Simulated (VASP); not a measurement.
# C in VASP: further runs, part 2 of 2

VASP 6.6.1.

## (4) Band structure, LDA

INCAR

```
PREC = Accurate
ENCUT = 520
EDIFF = 1E-6
ISMEAR = 0
SIGMA = 0.03
LREAL = F
LASPH = T
NELM = 80
ALGO = Normal
ISIF = 2
LWAVE = F
LCHARG = F
LDIPOL = T
IDIPOL = 3
DIPOL = 0.5 0.5 0.500
GGA = CA
NBANDS = 11
LVHAR = T
LVACPOTAV = T
KPAR = 2
```

KPOINTS

```
regular mesh
0
Gamma
  15 15 1
```

POSCAR

```
C                                       
1.0
    2.4661062413      0.0000000000      0.0000000000
   -1.2330531207      2.1357106537      0.0000000000
    0.0000000000      0.0000000000     18.0000000000
  C             
     2
Direct
     0.0000000000000000    0.0000000000000000    0.5000000000000000
     0.6666666699999979    0.3333333400000029    0.5000000000000000
```

KPOINTS_OPT

```
explicit points
67
Reciprocal
 0.0000000000  0.0000000000  0.0000000000 1
 0.0357142900  0.0000000000  0.0000000000 1
 0.0714285700  0.0000000000  0.0000000000 1
 0.1071428600  0.0000000000  0.0000000000 1
 0.1428571400  0.0000000000  0.0000000000 1
 0.1785714300  0.0000000000  0.0000000000 1
 0.2142857100  0.0000000000  0.0000000000 1
 0.2500000000  0.0000000000  0.0000000000 1
 0.2857142900  0.0000000000  0.0000000000 1
 0.3214285700  0.0000000000  0.0000000000 1
 0.3571428600  0.0000000000  0.0000000000 1
 0.3928571400  0.0000000000  0.0000000000 1
 0.4285714300  0.0000000000  0.0000000000 1
 0.4642857100  0.0000000000  0.0000000000 1
 0.5000000000  0.0000000000  0.0000000000 1
 0.4791666700  0.0416666700  0.0000000000 1
 0.4583333300  0.0833333300  0.0000000000 1
 0.4375000000  0.1250000000  0.0000000000 1
 0.4166666700  0.1666666700  0.0000000000 1
 0.3958333300  0.2083333300  0.0000000000 1
 0.3750000000  0.2500000000  0.0000000000 1
 0.3541666700  0.2916666700  0.0000000000 1
 0.3333333300  0.3333333300  0.0000000000 1
 0.3137254900  0.3137254900  0.0000000000 1
 0.2941176500  0.2941176500  0.0000000000 1
 0.2745098000  0.2745098000  0.0000000000 1
 0.2549019600  0.2549019600  0.0000000000 1
 0.2352941200  0.2352941200  0.0000000000 1
 0.2156862700  0.2156862700  0.0000000000 1
 0.1960784300  0.1960784300  0.0000000000 1
 0.1764705900  0.1764705900  0.0000000000 1
 0.1568627500  0.1568627500  0.0000000000 1
 0.1372549000  0.1372549000  0.0000000000 1
 0.1176470600  0.1176470600  0.0000000000 1
 0.0980392200  0.0980392200  0.0000000000 1
 0.0784313700  0.0784313700  0.0000000000 1
 0.0588235300  0.0588235300  0.0000000000 1
 0.0392156900  0.0392156900  0.0000000000 1
 0.0196078400  0.0196078400  0.0000000000 1
 0.0000000000  0.0000000000  0.0000000000 1
 0.0000000000  0.0000000000  0.0000000000 1
 0.0047121800 -0.0023560900  0.0000000000 1
-0.0047121800  0.0023560900  0.0000000000 1
 0.0137438600 -0.0068719300  0.0000000000 1
-0.0137438600  0.0068719300  0.0000000000 1
 0.0000000000  0.0040808700  0.0000000000 1
-0.0000000000 -0.0040808700  0.0000000000 1
 0.0000000000  0.0119025300  0.0000000000 1
-0.0000000000 -0.0119025300  0.0000000000 1
 0.5000000000  0.0000000000  0.0000000000 1
 0.5047121800 -0.0023560900  0.0000000000 1
 0.4952878200  0.0023560900  0.0000000000 1
 0.5137438600 -0.0068719300  0.0000000000 1
 0.4862561400  0.0068719300  0.0000000000 1
 0.5000000000  0.0040808700  0.0000000000 1
 0.5000000000 -0.0040808700  0.0000000000 1
 0.5000000000  0.0119025300  0.0000000000 1
 0.5000000000 -0.0119025300  0.0000000000 1
 0.3333333300  0.3333333300  0.0000000000 1
 0.3380455100  0.3309772400  0.0000000000 1
 0.3286211500  0.3356894200  0.0000000000 1
 0.3470771900  0.3264614000  0.0000000000 1
 0.3195894700  0.3402052600  0.0000000000 1
 0.3333333300  0.3374142000  0.0000000000 1
 0.3333333300  0.3292524600  0.0000000000 1
 0.3333333300  0.3452358600  0.0000000000 1
 0.3333333300  0.3214308000  0.0000000000 1
```

Potentials or basis: VASP PAW LDA potentials, release 64 (C).

On the command line:

```sh
cat potpaw_LDA.64/C/POTCAR > POTCAR
mpirun -np 2 vasp_std > vasp.out
```

Run time: 21 s. Hardware: 2 MPI ranks of Intel Xeon Platinum 8488C (Sapphire Rapids), shared host; peak memory 0.18 GiB.

It converged, with:

- Free energy: -20.1650 eV
- Band gap along the path: none (metal or under the smearing width)
- Work function of the upper face: 4.55 eV
- Work function of the lower face: 4.55 eV

Levels at points of the mesh, in eV from the Fermi level:
| k point | band 1 | band 2 | band 3 | band 4 | band 5 | band 6 | band 7 | band 8 |
| --- | --- | --- | --- | --- | --- | --- | --- | --- |
| (0.00, 0.00, 0.00) | -19.30 | -7.64 | -3.04 | -3.04 | 3.41 | 4.39 | 4.78 | 5.96 |

## (5) Band structure, PBE+D3(BJ)

INCAR

```
SYSTEM = C
PREC     = Accurate       ! precision mode
ENCUT    = 520            ! plane-wave cutoff, eV
EDIFF    = 1E-7           ! SCF threshold, eV
ISMEAR   = 0              ! smearing method
SIGMA    = 0.03           ! smearing width, eV
LREAL    = .False.        ! projectors in reciprocal space
LASPH    = .True.         ! aspherical terms in the spheres
NELM     = 80             ! most SCF steps
ALGO     = Fast           ! electronic algorithm
ISIF     = 2              ! what is computed and relaxed
LWAVE    = .False.        ! write WAVECAR
LCHARG   = .False.        ! write CHGCAR
LDIPOL   = .True.       
IDIPOL   = 3            
DIPOL    = 0.5 0.5 0.500
GGA      = PE             ! functional
IVDW     = 12             ! dispersion correction
NBANDS   = 11             ! bands
LVHAR    = .True.       
LVACPOTAV= .True.       
KPAR     = 2
```

KPOINTS

```
regular mesh
0
Gamma
  9 9 1
  0 0 0
```

POSCAR is that of step 4.

KPOINTS_OPT

```
explicit points
3
Reciprocal
 0.0000000000  0.0000000000  0.0000000000 1
 0.5000000000  0.0000000000  0.0000000000 1
 0.3333333300  0.3333333300  0.0000000000 1
```

Potentials or basis: VASP PAW PBE potentials, release 64 (C).

On the command line:

```sh
cat potpaw_PBE.64/C/POTCAR > POTCAR
mpirun -np 2 vasp_std > vasp.out
```

OUTCAR:

```text
SYSTEM = C
   PREC = Accurate
   ENCUT = 520
   EDIFF = 1E-7
   ISMEAR = 0
   LREAL = .False.
   LASPH = .True.
   NELM = 80
   ISIF = 2
   GGA = PE
   IVDW = 12
 IVDW          = 12

 ion  position               nearest neighbor table
   1  0.000  0.000  0.500-   2 1.42   2 1.42   2 1.42
   2  0.667  0.333  0.500-   1 1.42   1 1.42   1 1.42

  LATTYP: Found a hexagonal cell.
 ALAT       =     2.4661062413
 C/A-ratio  =     7.2989556162

  Lattice vectors:

 A1 = (   2.4661062413,   0.0000000000,   0.0000000000)
 A2 = (  -1.2330531207,   2.1357106537,   0.0000000000)
 A3 = (   0.0000000000,   0.0000000000,  18.0000000000)

Analysis of symmetry for initial positions (statically):
=====================================================================
 Subroutine PRICEL returns:
 Original cell was already a primitive cell.

 Routine SETGRP: Setting up the symmetry group for a
 hexagonal supercell.

 Subroutine GETGRP returns: Found 24 space group operations
 (whereof 12 operations were pure point group operations)
[... 169 lines left out ...]
      2     -10.1924      2.00000
      3      -5.6221      2.00000
      4      -5.6221      2.00000
      5       0.6843      0.00000
      6       1.5070      0.00000
      7       1.9259      0.00000
      8       3.1167      0.00000
      9       3.6696      0.00000
     10       5.7285      0.00000
     11       5.7285      0.00000
[... 141 lines left out ...]
 k-point    12 :       0.3333    0.3333    0.0000
  band No.  band energies     occupation
      1     -15.1761      2.00000
      2     -15.1761      2.00000
      3     -13.1344      2.00000
      4      -2.5761      1.00001
      5      -2.5761      0.99999
      6       8.0332      0.00000
      7      10.2992      0.00000
      8      10.2992      0.00000
      9      10.9081      0.00000
     10      12.5173      0.00000
     11      12.6217      0.00000

------------------------ aborting loop because EDIFF is reached ----------------------------------------

 Edisp (eV)   -0.17727

 E8    (eV) :    -0.0554

  FORCE on cell =-STRESS in cart. coord.  units (eV):
  Direction    XX          YY          ZZ          XY          YZ          ZX
  --------------------------------------------------------------------------------------
  -------------------------------------------------------------------------------------
  Total       0.07440     0.07440    -0.01138    -0.00000     0.00000     0.00000
  in kB       1.25740     1.25740    -0.19238    -0.00000     0.00000     0.00000
  external pressure =        0.77 kB  Pullay stress =        0.00 kB

 VOLUME and BASIS-vectors are now :
 -----------------------------------------------------------------------------
  energy-cutoff  :      520.00
  volume of cell :       94.80
      direct lattice vectors                 reciprocal lattice vectors
     2.466106241  0.000000000  0.000000000     0.405497534  0.234114111  0.000000000
    -1.233053121  2.135710654  0.000000000     0.000000000  0.468228221  0.000000000
     0.000000000  0.000000000 18.000000000     0.000000000  0.000000000  0.055555556

 POSITION                                       TOTAL-FORCE (eV/Angst)
 -----------------------------------------------------------------------------------
      0.00000      0.00000      9.00000        -0.000000      0.000000      0.000000
      1.23305      0.71190      9.00000         0.000000     -0.000000      0.000000
 -----------------------------------------------------------------------------------
    total drift:                               -0.000000     -0.000003     -0.000000

  FREE ENERGIE OF THE ION-ELECTRON SYSTEM (eV)
  ---------------------------------------------------
  free  energy   TOTEN  =       -18.6126849464 eV

  energy  without entropy=      -18.6118491100  energy(sigma->0) =      -18.61226703

 vacuum level on the upper side and lower side of the slab         1.669         1.669
```

OSZICAR:

```text
N       E                     dE             d eps       ncg     rms          rms(c)
DAV:   1     0.514972406724E+02    0.51497E+02   -0.33691E+03   264   0.528E+02
DAV:   2    -0.144539034278E+02   -0.65951E+02   -0.56087E+02   360   0.122E+02
DAV:   3    -0.196323642277E+02   -0.51785E+01   -0.51671E+01   354   0.408E+01
[... 18 lines left out ...]
   1 F= -.18612685E+02 E0= -.18612267E+02  d E =-.835836E-03
       N       E                     dE             ncg
DAV:   1    -0.370614233578E+02   -0.85418E+03       66
DAV:   2    -0.225647831966E+03   -0.18859E+03       85
DAV:   3    -0.239990778756E+03   -0.14343E+02      100
DAV:   4    -0.240046190773E+03   -0.55412E-01       94
DAV:   5    -0.240047357643E+03   -0.11669E-02       97
DAV:   6    -0.240047405841E+03   -0.48198E-04      102
DAV:   7    -0.240047405978E+03   -0.13735E-06       97
DAV:   8    -0.240047405980E+03   -0.16395E-08       92
```

Run time: 15 s. Hardware: 2 MPI ranks of AMD EPYC 7R13 (Zen 3), shared host; peak memory 0.18 GiB.

Results:

```yaml
Free_energy: -18.6127 eV
Band_gap_along_the_path: none (metal or under the smearing width)
Dispersion_energy_per_atom: -0.089 eV
Work_function_of_the_upper_face: 4.25 eV
Work_function_of_the_lower_face: 4.25 eV
```

## (6) Band structure, HSE06

POSCAR is that of step 5.

INCAR.step1

```
SYSTEM = C
PREC     = Accurate       ! precision mode
ENCUT    = 520            ! plane-wave cutoff, eV
EDIFF    = 1E-5           ! SCF threshold, eV
ISMEAR   = 0              ! smearing method
SIGMA    = 0.03           ! smearing width, eV
LREAL    = .False.        ! projectors in reciprocal space
LASPH    = .True.         ! aspherical terms in the spheres
NELM     = 80             ! most SCF steps
ALGO     = Normal         ! electronic algorithm
ISIF     = 2              ! what is computed and relaxed
LWAVE    = .True.         ! write WAVECAR
LCHARG   = .False.        ! write CHGCAR
LDIPOL   = .True.       
IDIPOL   = 3            
DIPOL    = 0.5 0.5 0.500
NBANDS   = 11             ! bands
LVHAR    = .True.       
LVACPOTAV= .True.       
KPAR     = 2            
GGA      = PE             ! functional
```

INCAR.step2

```
SYSTEM = C
PREC     = Accurate       ! precision mode
ENCUT    = 520            ! plane-wave cutoff, eV
EDIFF    = 1E-7           ! SCF threshold, eV
ISMEAR   = 0              ! smearing method
SIGMA    = 0.03           ! smearing width, eV
LREAL    = .False.        ! projectors in reciprocal space
LASPH    = .True.         ! aspherical terms in the spheres
NELM     = 80             ! most SCF steps
ALGO     = Normal         ! electronic algorithm
ISIF     = 2              ! what is computed and relaxed
LWAVE    = .False.        ! write WAVECAR
LCHARG   = .False.        ! write CHGCAR
LDIPOL   = .True.       
IDIPOL   = 3            
DIPOL    = 0.5 0.5 0.500
GGA      = PE             ! functional
LHFCALC  = .True.         ! exact exchange
HFSCREEN = 0.2            ! screening, 1/A
PRECFOCK = Fast         
NBANDS   = 11             ! bands
LVHAR    = .True.       
LVACPOTAV= .True.       
KPAR     = 2            
ISTART   = 1
```

KPOINTS is that of step 5.

KPOINTS_OPT is that of step 5.

Potentials or basis: VASP PAW PBE potentials, release 64 (C).

On the command line:

```sh
cat potpaw_PBE.64/C/POTCAR > POTCAR
cp INCAR.step1 INCAR
mpirun -np 2 vasp_std > vasp.out
cp INCAR.step2 INCAR
mpirun -np 2 vasp_std > vasp.out
```

It took 10 min on 2 MPI ranks of AMD EPYC 7R13 (Zen 3), shared host; peak memory 0.3 GiB.

Results (log left out):

```
Free energy                            : -21.1989 eV
Band gap on the k mesh                 : 0.10 eV, direct
Band gap along the path                : 0.10 eV, direct
Ionisation potential of the upper face : 4.38 eV
```

Levels at points of the mesh, in eV from the valence-band top:
```tsv
k point	band 1	band 2	band 3	band 4	band 5	band 6	band 7	band 8
(0.00, 0.00, 0.00)	-22.03	-8.82	-3.98	-3.98	3.57	4.33	4.70	5.93
```

Caveat: the PAW data sets were made with another functional, which shifts forces and pressure a little.

## (7) Summary

| level | potentials or basis | k mesh | grid for exact exchange (PRECFOCK) | screening parameter | work function (eV) |
| --- | --- | --- | --- | --- | --- |
| PBE+D3(BJ) | VASP PAW PBE potentials, release 64 (C) | 15 × 15 × 1 | - | - | 4.25 |
| r2SCAN | VASP PAW PBE potentials, release 64 (C) | 15 × 15 × 1 | - | - | 4.30 |
| LDA | VASP PAW LDA potentials, release 64 (C) | 15 × 15 × 1 | - | - | 4.55 |
| PBE+D3(BJ) | VASP PAW PBE potentials, release 64 (C) | 9 × 9 × 1 | - | - | 4.25 |
| HSE06 | VASP PAW PBE potentials, release 64 (C) | 9 × 9 × 1 | Fast | 0.2 1/A | - |

Alike in all rows: task band structure; no spin polarisation; cell as given; cutoff (eV) 520; smearing gaussian 0.03 eV.

Caveats: the PAW data sets were made with another functional, which shifts forces and pressure a little (some runs).

Total energies depend on the potentials used, so only differences within one code and one set of settings carry meaning.
